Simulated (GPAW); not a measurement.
# ZnS (F-43m) in GPAW: a series of runs

One crystal, ZnS, is run at these levels: PBE, RPBE+D3(BJ); tasks: dielectric tensor, equation of state.

All numbers are computed with GPAW 26.7.0; they aren't measurements. Logs are shortened: lines on timing, memory, paths and dates and some standing lists are left out, and cuts for length are marked. The log counts tension as positive stress, the text compression.

**What was measured.**

A printed reference work, monograph reports, for a bulk crystal of ZnS: high-frequency dielectric constant 5.14.

The results are compared with them further down.

## (1) The crystal as given

It takes space group F-43m (No. 216, cubic). The conventional cell has a = 5.404 Å, b = 5.404 Å, c = 5.404 Å, α = 90.00°, β = 90.00°, γ = 90.00°. Zn (site symmetry -43m) has 4 S at 2.34 Å as nearest neighbours. S (site symmetry -43m) has 4 Zn at 2.34 Å as nearest neighbours.

## (2) Dielectric tensor, PBE

Input file run.py:

```python
import numpy as np
from ase import Atoms
from ase.dft.bandgap import bandgap
from ase.io import write
from gpaw import GPAW, PW
from gpaw.response.df import DielectricFunction

atoms = Atoms(['Zn', 'S'],
              cell=[[0.0, 2.702, 2.702],
                    [2.702, 0.0, 2.702],
                    [2.702, 2.702, 0.0]],
              scaled_positions=[[0.75, 0.75, 0.75],
                                [0.0, 0.0, 0.0]],
              pbc=True)

calc = GPAW(mode=PW(450),
            xc='PBE',
            kpts={'size': (7, 7, 7), 'gamma': True},
            occupations={'name': 'fermi-dirac', 'width': 0.001},
            nbands=18,
            convergence={'density': 1e-06},
            maxiter=150,
            txt='gpaw.txt')
atoms.calc = calc
energy = atoms.get_potential_energy()
calc.write('gs.gpw')
write('result.traj', atoms)
print(f'Energy: {energy:.6f} eV')
print('Fermi level:', round(calc.get_fermi_level(), 4), 'eV')
print(f'Gap: {bandgap(calc)[0]:.4f} eV, direct: {bandgap(calc, direct=True)[0]:.4f} eV')

for size in [(15, 15, 15), (21, 21, 21)]:
    name = 'x'.join(str(n) for n in size)
    dense = calc.fixed_density(kpts={'size': size, 'gamma': True},
                               nbands=35, convergence={'bands': 29, 'eigenstates': 1e-7},
                               update_fermi_level=True, txt=f'dense-{name}.txt')
    dense.write(f'{name}.gpw', mode='all')
    df = DielectricFunction(f'{name}.gpw', frequencies=np.array([0.0]), hilbert=False, eta=0.001,
                            ecut=80, nbands=29, intraband=False, txt=f'df-{name}.txt')
    for xc in ['RPA', 'LR0.2', 'ALDA_X']:
        for direction in ['x', 'y', 'z', [0, 1, 1], [1, 0, 1], [1, 1, 0]]:
            e0, e = df.get_macroscopic_dielectric_constant(xc=xc, direction=direction)
            print(f'{name} {xc} {direction}: {e0:.4f} without, {e:.4f} with local fields')
```

Potentials or basis: GPAW PAW data sets (gpaw-data 1.2.1), pw.

Command:

```console
$ OMP_NUM_THREADS=1 python run.py
```

gpaw.txt:

```text
__  _  _
 | _ |_)|_||  |
 |__||  | ||/\| - 26.7.0

Input parameters:
  mode=PW(ecut=450.00000000000006),
  convergence={'density': 1e-06},
  kpts=MonkhorstPack(size=(7, 7, 7), gamma=True),
  maxiter=150,
  nbands=18,
  occupations=Occupations(name='fermi-dirac', width=0.001),
  xc=XC(name='PBE')

Diagonalizing LCAO Hamiltonian
Converting LCAO to pw mode

                    Zn

       S

Atoms  # Å, Bohr magnetons
|   | symbol |        x |        y |        z |    initial magnetic moments |
|---|--------|----------|----------|----------|-----------------------------|
| 0 |     Zn | 4.053000 | 4.053000 | 4.053000 | ( 0.0000,  0.0000,  0.0000) |
| 1 |      S | 0.000000 | 0.000000 | 0.000000 | ( 0.0000,  0.0000,  0.0000) |

Unit cell  # Å
| periodic |        x |        y |        z |  lengths |    angles |
|----------|----------|----------|----------|----------|-----------|
|      yes | 0.000000 | 2.702000 | 2.702000 | 3.821205 | 60.000000 |
|      yes | 2.702000 | 0.000000 | 2.702000 | 3.821205 | 60.000000 |
|      yes | 2.702000 | 2.702000 | 0.000000 | 3.821205 | 60.000000 |

Number of symmetries: 24
Symmetry operations  # r_c * U_cc + t_c -> r_c
|    | kind |            matrix            |
|----|------|------------------------------|
|  0 |  E   |  1, 0, 0,  0, 1, 0,  0, 0, 1 |
|  1 |  σ   |  1, 0, 0,  0, 0, 1,  0, 1, 0 |
|  2 |  σ   |  1, 0,-1,  0, 1,-1,  0, 0,-1 |
|  3 |  C3  |  1, 0,-1,  0, 0,-1,  0, 1,-1 |
|  4 |  C3  |  1,-1, 0,  0,-1, 1,  0,-1, 0 |
|  5 |  σ   |  1,-1, 0,  0,-1, 0,  0,-1, 1 |
|  6 |  σ   |  0, 1, 0,  1, 0, 0,  0, 0, 1 |
|  7 |  C3  |  0, 1, 0,  0, 0, 1,  1, 0, 0 |
|  8 |  C2  |  0, 1,-1,  1, 0,-1,  0, 0,-1 |
|  9 |  S4  |  0, 1,-1,  0, 0,-1,  1, 0,-1 |
| 10 |  C3  |  0, 0, 1,  1, 0, 0,  0, 1, 0 |
| 11 |  σ   |  0, 0, 1,  0, 1, 0,  1, 0, 0 |
| 12 |  S4  |  0, 0,-1,  1, 0,-1,  0, 1,-1 |
| 13 |  C3  |  0, 0,-1,  0, 1,-1,  1, 0,-1 |
| 14 |  S4  |  0,-1, 1,  1,-1, 0,  0,-1, 0 |
| 15 |  C2  |  0,-1, 1,  0,-1, 0,  1,-1, 0 |
| 16 |  C3  |  0,-1, 0,  1,-1, 0,  0,-1, 1 |
| 17 |  S4  |  0,-1, 0,  0,-1, 1,  1,-1, 0 |
| 18 |  S4  | -1, 1, 0, -1, 0, 1, -1, 0, 0 |
| 19 |  C3  | -1, 1, 0, -1, 0, 0, -1, 0, 1 |
| 20 |  C3  | -1, 0, 1, -1, 1, 0, -1, 0, 0 |
| 21 |  S4  | -1, 0, 1, -1, 0, 0, -1, 1, 0 |
| 22 |  σ   | -1, 0, 0, -1, 1, 0, -1, 0, 1 |
| 23 |  C2  | -1, 0, 0, -1, 0, 1, -1, 1, 0 |

BZ-sampling:
  Number of BZ points: 343
  Number of IBZ points: 20

  Monkhorst-Pack size: [7, 7, 7]
  Monkhorst-Pack shift: [0, 0, 0]

K-points  # in reciprocal-cell coordinates
|     |                                coordinates |     weight |
|-----|--------------------------------------------|------------|
|   0 | (  0.00000000,   0.00000000,   0.00000000) | 0.00291545 |
|   1 | (  0.14285714,   0.14285714,   0.00000000) | 0.01749271 |
|   2 | (  0.14285714,   0.14285714,   0.14285714) | 0.02332362 |
|   3 | (  0.28571429,   0.14285714,   0.14285714) | 0.03498542 |
|   4 | (  0.28571429,   0.28571429,   0.00000000) | 0.01749271 |
|   5 | (  0.28571429,   0.28571429,   0.14285714) | 0.06997085 |
|   6 | (  0.28571429,   0.28571429,   0.28571429) | 0.02332362 |
|   7 | (  0.42857143,  -0.28571429,  -0.28571429) | 0.03498542 |
|   8 | (  0.42857143,   0.28571429,  -0.42857143) | 0.13994169 |
|   9 | (  0.42857143,   0.28571429,  -0.28571429) | 0.06997085 |
| ... |                                            |            |
|  19 | (  0.42857143,   0.42857143,   0.42857143) | 0.02332362 |

Plane wave coefficients: 881
Cutoff: 450.00000000000006 eV

Spin-components: 1 (collinear spins)
Bands:           18
Projectors:      11
Spin-degeneracy: 2
Datatype:        complex128

Parallelization:
  kpt:    1
  domain: 1
  band:   1

Density:
  Valence electrons: 18.0
  Components: 1
  Grid points: [20 20 20]
  Charge: 0.0  # |e|

Potential:
  Grid points: [20 20 20]

species:
  Zn:
    name:    Zinc
    Z:       30.0
    valence: 12
    core:    18
    charge:  0.0  # [|e|]
    compensation charges:
      type: gauss
      rc: 0.37  # [Å]
      lmax: 2
    cutoffs:
      filter: 2.14  # [Å]
      core: 2.28  # [Å]
    projectors
    | kind |    occ | energy [eV] | rcut [Å] |
    |------|--------|-------------|----------|
    |   4s |  2.000 |      -5.977 |    1.286 |
    |   4p |  0.000 |      -1.117 |    1.270 |
    |   3d | 10.000 |     -10.142 |    1.180 |
    |    s |        |      21.234 |    1.286 |
    |    p |        |      26.095 |    1.270 |
    |    d |        |      17.070 |    1.180 |

    Using partial waves for Zn as LCAO basis

  S:
    name:    Sulfur
    Z:       16.0
    valence: 6
    core:    10
    charge:  0.0  # [|e|]
    compensation charges:
      type: gauss
      rc: 0.24  # [Å]
      lmax: 2
    cutoffs:
      filter: 1.77  # [Å]
      core: 1.66  # [Å]
    projectors
    | kind |    occ | energy [eV] | rcut [Å] |
    |------|--------|-------------|----------|
    |   3s |  2.000 |     -17.254 |    0.974 |
    |   3p |  4.000 |      -7.008 |    0.979 |
    |    s |        |       9.957 |    0.974 |
    |    p |        |      20.203 |    0.979 |
    |    d |        |       0.000 |    0.900 |

    Using partial waves for S as LCAO basis

Reference energy: -59718.946550  # eV

eigensolver:
  PPCG
  Converge bands: occupied
  niter=2

density mixing:
  MSR1-Mixer
  Pratt-step length: 0.05
  Maximum mixing coefficient: 0.75
  Old densities: 10
  SVD Regularization: 0.005
  Good broyden scale: 1.0
  Trust region scale: 1.0
  Backstep threshold: 4.0
  History deletion threshold: 6.0
  Fourier metric: weight=20.0, sigma=0.015

occupation numbers:
  Fermi-Dirac:
    width: 0.0010  # eV

poisson solver:
  ecut: 3600.0000000000005  # eV

xc functional:
  name: PBE with 2 nearest neighbor stencil

convergence criteria:
- Maximum integral of absolute [dens]ity change: 1e-06 electrons / valence electron
- Maximum [total energy] change in last 3 cyles: 0.0005 eV / valence electron
- Maximum integral of absolute [eigenst]ate change: 4e-08 eV^2 / valence electron
maximum number of iterations: 150

SCF iterations
|iter     | |      energy | eigst |  dens |
|---------|-|-------------|-------|-------|
|iter:   1| |   -7.273557 | -0.19 |       |
|iter:   2| |   -7.186539 | -1.86 | -1.18 |
|iter:   3| |   -6.901288 | -1.52 | -1.23 |
|iter:   4| |   -6.901355 | -2.75 | -1.79 |
|iter:   5| |   -6.902714c| -3.86 | -2.23 |
|iter:   6| |   -6.902656c| -4.40 | -3.00 |
|iter:   7| |   -6.902677c| -5.36 | -3.52 |
|iter:   8| |   -6.902683c| -6.12 | -3.87 |
|iter:   9| |   -6.902683c| -8.32c| -4.91 |
|iter:  10| |   -6.902683c| -7.72c| -5.38 |
|iter:  11| |   -6.902683c| -9.14c| -6.29c|

Converged in 11 steps
Energy contributions relative to reference atoms: (reference = -59718.946550)

Energy contributions:
  Kinetic:          11.170305
  Coulomb:          -9.431470
  Zero:              0.017401
  External:          0.000000
  Xc:               -8.658920
  Entropy:          -0.000000
  Spinorbit:         0.000000
  ----------------------------
  Free energy:      -6.902683
  Extrapolated:     -6.902683

dipole moment: (-14.580707, -14.580707, -14.580707)  # |e|*Ang

Fermi level: 4.498
Eigenvalues  # (at kpt = [0.000, 0.000, 0.000])
| band index |      eig [eV] | occ [0-2] |
|------------|---------------|-----------|
|          0 |        -9.384 |     2.000 |
|          1 |        -2.560 |     2.000 |
|          2 |        -2.560 |     2.000 |
|          3 |        -2.560 |     2.000 |
|          4 |        -2.066 |     2.000 |
|          5 |        -2.066 |     2.000 |
[... 10 lines left out ...]
|         16 |        18.295 |     0.000 |
|         17 |        18.295 |     0.000 |

Gap: 2.105 eV
Transition (v -> c):
  (s=0, k=0, n=8, [0.00, 0.00, 0.00]) -> (s=0, k=0, n=9, [0.00, 0.00, 0.00])
No difference between direct/indirect transitions
# Writing to gs.gpw (mode='')
```

It took 3.7 min on 1 thread of Arm Neoverse V2, shared host; peak memory 0.93 GiB.

What came out:

```yaml
Free_energy: -6.9027 eV
Band_gap_on_the_k_mesh: 2.11 eV, direct
Electronic_dielectric_tensor_diagonal: 5.57
```

Electronic dielectric tensor:
```
5.57 0.00 0.00
0.00 5.57 0.00
0.00 0.00 5.57
```

Caveat: the long-wavelength limit can be off by several per cent where d states take part; an odd mesh through Γ misses points on the zone boundary, where band edges often lie.

## (3) Equation of state, RPBE+D3(BJ)

Input file run.py:

```python
from ase.calculators.mixing import SumCalculator
from ase.eos import EquationOfState
from ase.io import Trajectory
from ase.spacegroup import crystal
from ase.units import GPa
from dftd3.ase import DFTD3
from gpaw import GPAW, PW

# Zn 4c
# S 4a
atoms = crystal(['Zn', 'S'],
                basis=[[0.25, 0.25, 0.25],
                       [0.0, 0.0, 0.0]],
                spacegroup=216, setting=1,  # F-43m
                cellpar=[5.404, 5.404, 5.404, 90.0, 90.0, 90.0],
                primitive_cell=True)

traj = Trajectory('eos.traj', 'w')
volumes, energies = [], []
for x in [0.94, 0.96, 0.98, 1.0, 1.02, 1.04, 1.06]:
    a = atoms.copy()
    a.set_cell(atoms.cell * x**(1 / 3), scale_atoms=True)
    calc = GPAW(mode=PW(600),
                xc='RPBE',
                kpts={'size': (7, 7, 7), 'gamma': True},
                occupations={'name': 'fermi-dirac', 'width': 0.05},
                nbands=18,
                convergence={'density': 1e-05, 'energy': 1e-05},
                maxiter=150,
                txt=f'eos-{x:.2f}.txt')
    a.calc = SumCalculator([calc, DFTD3(method='rpbe', damping='d3bj')])
    energies.append(a.get_potential_energy())
    volumes.append(a.get_volume())
    p = -a.get_stress()[:3].mean() / GPa
    calc.write(f'eos-{x:.2f}.gpw')
    traj.write(a)
    print(f'{x:.2f} {volumes[-1]:10.4f} A^3 {energies[-1]:14.6f} eV {p:9.3f} GPa', flush=True)

v0, e0, B = EquationOfState(volumes, energies, eos='birchmurnaghan').fit()
print(f'V0 = {v0:.4f} A^3, E0 = {e0:.6f} eV, B0 = {B / GPa:.2f} GPa')
```

Potentials or basis: the program's PAW data sets (release 1.2.1) made for this functional, pw.

Command:

```console
$ OMP_NUM_THREADS=1 python run.py
```

It took 29 s on 1 thread of AMD EPYC 9R45 (Zen 5), shared host; peak memory 0.22 GiB.

The run converged. Its results:

- Equilibrium volume: 18.23 Å³/atom (rough: see the caveat)
- Bulk modulus: 84 GPa (rough)

Energy against volume, from the lowest point:
```csv
volume (Å³/atom),energy (meV/atom)
18.543,0.00
18.938,5.35
19.332,14.37
19.727,26.68
20.121,41.95
20.516,59.85
20.910,80.08
```

Caveat: the minimum lies outside the volumes run.

## (4) Against experiment

Step 2. The gap isn't set beside the deposited one, since this odd mesh misses points on the zone boundary. A measured high-frequency dielectric constant of ZnS is 5.14 (a printed reference work, monograph); the calculated 5.57 misses it by +8.3 %.
